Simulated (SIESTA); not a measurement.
TiAl3 under changes of volume

One of the cells (15.783 Å³/atom); the others are scaled copies at fixed shape and fractional positions:

```
CELL_PARAMETERS angstrom
3.98187 0.00000 0.00000
0.00000 3.98187 0.00000
0.00000 0.00000 3.98187
ATOMIC_POSITIONS crystal
Ti 0.00000 0.00000 0.00000
Al 0.00000 0.50000 0.50000
Al 0.50000 0.00000 0.50000
Al 0.50000 0.50000 0.00000
```

The cell comes from a database or a generator and needn't be the stable form of this composition.

| Quantity | Value |
| --- | --- |
| Program | SIESTA 5.4.2 |
| Functional | PBEsol |
| Potentials or basis | PseudoDojo 0.4 standard (PBEsol files) |
| Basis | DZP (energy shift 0.003 Ry; two zetas on semicore shells) |
| Grid cutoff | 800 Ry |
| Energy shift | 0.003 Ry |
| k mesh | 7 × 7 × 7 |
| Occupations | fermi-dirac, width 0.05 eV |
| Spin | no spin polarisation |

```tsv
volume (Å³/atom)	energy over the lowest point (meV/atom)	pressure (GPa)
14.545	19.38	8.0
14.855	6.95	5.0
15.164	0.00	2.3
15.783	0.41	-2.3
16.093	6.84	-4.3
16.402	?	?
```

Task: What does the run at 16.402 Å³/atom give?

Result: Energy over the lowest point 16.85 meV/atom; pressure -6.0 GPa.

Worked out: A Birch-Murnaghan fit of order 3 (a polynomial in V^(-2/3)) to the other rows has its minimum at 15.45 Å³/atom with B0 = V·E''(V) = 115 GPa and B' = 4.2. It gives 16.86 meV/atom at 16.402 Å³/atom, against the run's 16.85, and -dE/dV = -6.1 GPa, against -6.0.

Energies are extrapolated to zero smearing.

Caveats: the basis of atomic orbitals isn't converged, which shifts pressures, moduli and gaps.
